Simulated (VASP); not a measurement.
# BN (Qingsongite) (F-43m) in VASP: notebook, part 2 of 2

VASP 6.6.1. The steps go on from the part before.

### 4 Single point, r2SCAN

This run uses another cell than the first one, of 5.61 Å³/atom, 1.056 times its volume.

File POSCAR:

```
BN
1.0
    0.0000000000      1.7768584873      1.7768584873
    1.7768584873      0.0000000000      1.7768584873
    1.7768584873      1.7768584873      0.0000000000
B N
1 1
Direct
    0.0000000000      0.0000000000      0.0000000000
    0.2500000000      0.2500000000      0.2500000000
```

File INCAR.step1:

```
SYSTEM = BN
PREC     = Accurate       ! precision mode
ENCUT    = 520            ! plane-wave cutoff, eV
ISMEAR   = 0              ! smearing method
SIGMA    = 0.01           ! smearing width, eV
LREAL    = .FALSE.        ! projectors in reciprocal space
LASPH    = .TRUE.         ! aspherical terms in the spheres
NELM     = 60             ! most SCF steps
NBANDS   = 11             ! bands
GGA      = PE             ! functional
ALGO     = Normal         ! electronic algorithm
EDIFF    = 1E-4           ! SCF threshold, eV
LWAVE    = .TRUE.         ! write WAVECAR
LCHARG   = .FALSE.        ! write CHGCAR
```

File INCAR.step2:

```
SYSTEM = BN
PREC     = Accurate       ! precision mode
ENCUT    = 520            ! plane-wave cutoff, eV
EDIFF    = 1E-7           ! SCF threshold, eV
ISMEAR   = 0              ! smearing method
SIGMA    = 0.01           ! smearing width, eV
LREAL    = .FALSE.        ! projectors in reciprocal space
LASPH    = .TRUE.         ! aspherical terms in the spheres
NELM     = 60             ! most SCF steps
ALGO     = Normal         ! electronic algorithm
ISIF     = 2              ! what is computed and relaxed
LWAVE    = .FALSE.        ! write WAVECAR
LCHARG   = .TRUE.         ! write CHGCAR
METAGGA  = R2SCAN         ! meta-GGA
LMIXTAU  = .TRUE.       
LELF     = .TRUE.         ! ELF
LVHAR    = .TRUE.       
NBANDS   = 11             ! bands
ISTART   = 1
```

File KPOINTS:

```
regular mesh
0
G
  10 10 10
  0 0 0
```

Potentials or basis: VASP PAW PBE potentials, release 64 (B, N).

The run is started by

```console
$ cat potpaw_PBE.64/B/POTCAR potpaw_PBE.64/N/POTCAR > POTCAR
$ cp INCAR.step1 INCAR
$ mpirun -np 1 vasp_std > vasp.out
$ cp INCAR.step2 INCAR
$ mpirun -np 1 vasp_std > vasp.out
```

OUTCAR:

```text
SYSTEM = BN
   PREC = Accurate
   ENCUT = 520
   EDIFF = 1E-7
   ISMEAR = 0
   LREAL = .FALSE.
   LASPH = .TRUE.
   NELM = 60
   ISIF = 2
   METAGGA = R2SCAN
   ISTART = 1

 ion  position               nearest neighbor table
   1  0.000  0.000  0.000-   2 1.54   2 1.54   2 1.54   2 1.54
   2  0.250  0.250  0.250-   1 1.54   1 1.54   1 1.54   1 1.54

  LATTYP: Found a face centered cubic cell.
 ALAT       =     3.5537169746

  Lattice vectors:

 A1 = (   0.0000000000,   1.7768584873,   1.7768584873)
 A2 = (   1.7768584873,   0.0000000000,   1.7768584873)
 A3 = (   1.7768584873,   1.7768584873,   0.0000000000)

Analysis of symmetry for initial positions (statically):
=====================================================================
 Subroutine PRICEL returns:
 Original cell was already a primitive cell.

 Routine SETGRP: Setting up the symmetry group for a
 face centered cubic supercell.

 Subroutine GETGRP returns: Found 24 space group operations
 (whereof 24 operations were pure point group operations)
 out of a pool of 48 trial point group operations.

The static configuration has the point symmetry T_d .

Analysis of symmetry for dynamics (positions and initial velocities):
[... 166 lines left out ...]
 k-point     1 :       0.0000    0.0000    0.0000
  band No.  band energies     occupation
      1     -14.0122      2.00000
      2       7.8872      2.00000
      3       7.8872      2.00000
      4       7.8872      2.00000
      5      17.6656      0.00000
      6      17.6656      0.00000
      7      17.6656      0.00000
      8      19.8451      0.00000
      9      35.0463      0.00000
     10      37.2723      0.00000
     11      37.2723      0.00000
[... 309 lines left out ...]
 k-point    24 :       0.4000    0.3000    0.0000
  band No.  band energies     occupation
      1      -9.9350      2.00000
      2       0.5532      2.00000
      3       2.9667      2.00000
      4       3.4309      2.00000
      5      14.7205      0.00000
      6      19.5316      0.00000
      7      25.1831      0.00000
      8      25.2520      0.00000
      9      29.7456      0.00000
     10      37.7030      0.00000
     11      41.9444      0.00000

 [... further k-points ...]
[... 5 lines left out ...]
  --------------------------------------------------------------------------------------
  -------------------------------------------------------------------------------------
  Total        1.4930665      1.4930665      1.4930665      0.0000000      0.0000000      0.0000000
  in kB      213.2068851    213.2068851    213.2068851      0.0000000      0.0000000      0.0000000
  external PRESSURE =     213.2068851 kB  Pullay stress =       0.0000000 kB

 VOLUME and BASIS-vectors are now :
 -----------------------------------------------------------------------------
  energy-cutoff  :      520.00
  volume of cell :       11.22
      direct lattice vectors                 reciprocal lattice vectors
     0.000000000  1.776858487  1.776858487    -0.281395510  0.281395510  0.281395510
     1.776858487  0.000000000  1.776858487     0.281395510 -0.281395510  0.281395510
     1.776858487  1.776858487  0.000000000     0.281395510  0.281395510 -0.281395510

 POSITION                                       TOTAL-FORCE (eV/Angst)
 -----------------------------------------------------------------------------------
      0.00000      0.00000      0.00000         0.000000      0.000000      0.000000
      0.88843      0.88843      0.88843        -0.000000     -0.000000     -0.000000
 -----------------------------------------------------------------------------------
    total drift:                                0.000000      0.000000      0.000000

  FREE ENERGIE OF THE ION-ELECTRON SYSTEM (eV)
  ---------------------------------------------------
  free  energy   TOTEN  =       -19.1337321826 eV

  energy  without entropy=      -19.1337321826  energy(sigma->0) =      -19.13373218
```

Wall time 33 s (1 thread of Intel Xeon Platinum 8488C (Sapphire Rapids), shared host); peak memory 0.12 GiB.

What came out:

- Free energy: -19.1337 eV
- Pressure: 21.3 GPa
- Band gap on the k mesh: 5.04 eV, indirect (least direct gap 9.78 eV)

Caveat: the PAW data sets were made with another functional, which shifts forces and pressure a little. A k mesh can miss the band edges.

### 5 Single point, r2SCAN

This run uses another cell than the first one, of 5.76 Å³/atom, 1.083 times its volume.

File POSCAR:

```
BN
1.0
    0.0000000000      1.7923102062      1.7923102062
    1.7923102062      0.0000000000      1.7923102062
    1.7923102062      1.7923102062      0.0000000000
B N
1 1
Direct
    0.0000000000      0.0000000000      0.0000000000
    0.2500000000      0.2500000000      0.2500000000
```

File INCAR.step1:

```
SYSTEM = BN
ALGO     = Normal         ! electronic algorithm
EDIFF    = 1E-4           ! SCF threshold, eV
ENCUT    = 520            ! plane-wave cutoff, eV
GGA      = PE             ! functional
ISMEAR   = 0              ! smearing method
LASPH    = .TRUE.         ! aspherical terms in the spheres
LCHARG   = .FALSE.        ! write CHGCAR
LREAL    = .FALSE.        ! projectors in reciprocal space
LWAVE    = .TRUE.         ! write WAVECAR
NBANDS   = 11             ! bands
NELM     = 80             ! most SCF steps
PREC     = Accurate       ! precision mode
SIGMA    = 0.01           ! smearing width, eV
```

File INCAR.step2:

```
SYSTEM = BN
ALGO     = Normal         ! electronic algorithm
EDIFF    = 1E-6           ! SCF threshold, eV
ENCUT    = 520            ! plane-wave cutoff, eV
ISIF     = 2              ! what is computed and relaxed
ISMEAR   = 0              ! smearing method
ISTART   = 1            
LASPH    = .TRUE.         ! aspherical terms in the spheres
LCHARG   = .FALSE.        ! write CHGCAR
LMIXTAU  = .TRUE.       
LREAL    = .FALSE.        ! projectors in reciprocal space
LWAVE    = .FALSE.        ! write WAVECAR
METAGGA  = R2SCAN         ! meta-GGA
NBANDS   = 11             ! bands
NELM     = 80             ! most SCF steps
PREC     = Accurate       ! precision mode
SIGMA    = 0.01           ! smearing width, eV
```

File KPOINTS:

```
k-points
0
G
  10 10 10
  0 0 0
```

The run is started by

```console
$ cat potpaw_PBE.64/B/POTCAR potpaw_PBE.64/N/POTCAR > POTCAR
$ cp INCAR.step1 INCAR
$ mpirun -np 1 vasp_std > vasp.out
$ cp INCAR.step2 INCAR
$ mpirun -np 1 vasp_std > vasp.out
```

Wall time 29 s (1 thread of Intel Xeon Platinum 8488C (Sapphire Rapids), shared host); peak memory 0.12 GiB.

Results (log left out):

| Item | Value |
| --- | --- |
| Free energy | -19.1628 eV |
| Pressure | 9.7 GPa |
| Band gap on the k mesh | 5.01 eV, indirect (least direct gap 9.65 eV) |

Levels at points of the mesh, in eV from the valence-band top:
```
           k point  band 1  band 2  band 3  band 4  band 5  band 6  band 7  band 8  band 9
(0.00, 0.00, 0.00)  -21.59    0.00    0.00    0.00    9.65    9.65    9.65   11.50   26.64
(0.50, 0.00, 0.00)  -17.17  -11.32   -2.06   -2.06   11.13   11.61   11.61   16.68   25.27
(0.50, 0.50, 0.00)  -15.71   -9.49   -5.23   -5.23    5.01    9.96   19.67   19.67   22.66
```

Caveat: the PAW data sets were made with another functional, which shifts forces and pressure a little. r2SCAN opens gaps a little over a GGA but as a rule still falls short of measured ones.

### 6 Single point, r2SCAN

This run uses another cell than the first one, of 5.91 Å³/atom, 1.111 times its volume.

File POSCAR:

```
BN
1.0
    0.0000000000      1.8075000000      1.8075000000
    1.8075000000      0.0000000000      1.8075000000
    1.8075000000      1.8075000000      0.0000000000
B N
1 1
Direct
    0.0000000000      0.0000000000      0.0000000000
    0.2500000000      0.2500000000      0.2500000000
```

File INCAR.step1:

```
PREC     = Accurate       # precision mode
ENCUT    = 520            # plane-wave cutoff, eV
ISMEAR   = 0              # smearing method
SIGMA    = 0.01           # smearing width, eV
LREAL    = F              # projectors in reciprocal space
LASPH    = T              # aspherical terms in the spheres
NELM     = 80             # most SCF steps
NBANDS   = 11             # bands
GGA      = PE             # functional
ALGO     = Normal         # electronic algorithm
EDIFF    = 1E-4           # SCF threshold, eV
LWAVE    = T              # write WAVECAR
LCHARG   = F              # write CHGCAR
```

File INCAR.step2:

```
PREC     = Accurate       # precision mode
ENCUT    = 520            # plane-wave cutoff, eV
EDIFF    = 1E-7           # SCF threshold, eV
ISMEAR   = 0              # smearing method
SIGMA    = 0.01           # smearing width, eV
LREAL    = F              # projectors in reciprocal space
LASPH    = T              # aspherical terms in the spheres
NELM     = 80             # most SCF steps
ALGO     = Normal         # electronic algorithm
ISIF     = 2              # what is computed and relaxed
LWAVE    = F              # write WAVECAR
LCHARG   = F              # write CHGCAR
METAGGA  = R2SCAN         # meta-GGA
LMIXTAU  = T            
NBANDS   = 11             # bands
ISTART   = 1
```

File KPOINTS:

```
Automatic mesh
0
Gamma
  10 10 10
```

Potentials or basis: VASP PAW PBE potentials, release 64 (B, N).

The run is started by

```console
$ cat potpaw_PBE.64/B/POTCAR potpaw_PBE.64/N/POTCAR > POTCAR
$ cp INCAR.step1 INCAR
$ mpirun -np 1 vasp_std > vasp.out
$ cp INCAR.step2 INCAR
$ mpirun -np 1 vasp_std > vasp.out
```

Wall time 27 s (1 thread of Intel Xeon Platinum 8488C (Sapphire Rapids), shared host); peak memory 0.12 GiB.

Results (log left out):

* Free energy: -19.1718 eV
* Pressure: -0.6 GPa
* Band gap on the k mesh: 4.98 eV, indirect (least direct gap 9.53 eV)

Levels at points of the mesh, in eV from the valence-band top:
```tsv
k point	band 2	band 3	band 4	band 5	band 6	band 7
(0.00, 0.00, 0.00)	0.00	0.00	0.00	9.53	9.53	9.53
(0.50, 0.00, 0.00)	-11.08	-2.01	-2.01	10.79	11.47	11.47
(0.50, 0.50, 0.00)	-9.32	-5.10	-5.10	4.98	9.81	19.26
```

Caveat: the PAW data sets were made with another functional, which shifts forces and pressure a little.

### 7 Summary

| cell | gap on the mesh (eV) | pressure (GPa) |
| --- | --- | --- |
| a = 2.468 Å, angles 60.0°, 2 atoms | 5.10 | 49.0 |
| a = 2.491 Å, angles 60.0°, 2 atoms | 5.07 | 34.4 |
| a = 2.513 Å, angles 60.0°, 2 atoms | 5.04 | 21.3 |
| a = 2.535 Å, angles 60.0°, 2 atoms | 5.01 | 9.7 |
| a = 2.556 Å, angles 60.0°, 2 atoms | 4.98 | -0.6 |

Alike in all rows: task single point; level r2SCAN; potentials or basis VASP PAW PBE potentials, release 64 (B, N); no spin polarisation; k mesh 10 × 10 × 10; cutoff (eV) 520; smearing gaussian 0.01 eV.

Caveats: the PAW data sets were made with another functional, which shifts forces and pressure a little.

Total energies depend on the potentials used, so only differences within one code and one set of settings carry meaning.

### 8 How close it comes

Step 6. A measured gap of BN is 6.4 eV (indirect; 300 K; a printed reference work, monograph); the calculated 4.98 eV misses it by -1.42 eV. The value is that of r2SCAN on a finite k mesh, which can miss the band edges, without temperature or zero-point motion.
